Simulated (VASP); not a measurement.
The system is BP.

```xyz
2
Lattice="0.0000 2.2690 2.2690 2.2690 0.0000 2.2690 2.2690 2.2690 0.0000" Properties=species:S:1:pos:R:3 pbc="T T T"
B     0.0000    0.0000    0.0000
P     1.1345    1.1345    1.1345
```

| Property | Result |
| --- | --- |
| Program | VASP 6.6.1 |
| Task | relaxation of cell and atoms |
| Functional | LDA |
| Potentials or basis | VASP PAW LDA potentials, release 64 (B, P) |
| Cutoff | 600 eV |
| k mesh | 10 × 10 × 10 |
| Occupations | gaussian, width 0.03 eV |
| Spin | no spin polarisation |

At the start: pressure -5.3 GPa; volume 11.68 Å³/atom.

Task: How do energy, volume and symmetry change on relaxing?

Result: Over 3 steps the energy falls by 6.3 meV/atom and the volume is 11.31 Å³/atom (-3.2 %); space group F-43m (No. 216, to 0.05 Å).

The path:
```tsv
step	energy change (eV)	largest force (eV/Å)	pressure (GPa)	volume (Å³)
1	0.0000	0.0000	-5.32	23.36
2	-0.0051	0.0000	4.50	22.08
3	-0.0126	0.0000	-0.01	22.63
```

Final structure:
```
B P
1.0
     0.00000    2.24486    2.24486
     2.24486    0.00000    2.24486
     2.24486    2.24486    0.00000
B P
1 1
Cartesian
  0.0000 0.0000 0.0000
  1.1224 1.1224 1.1224
```
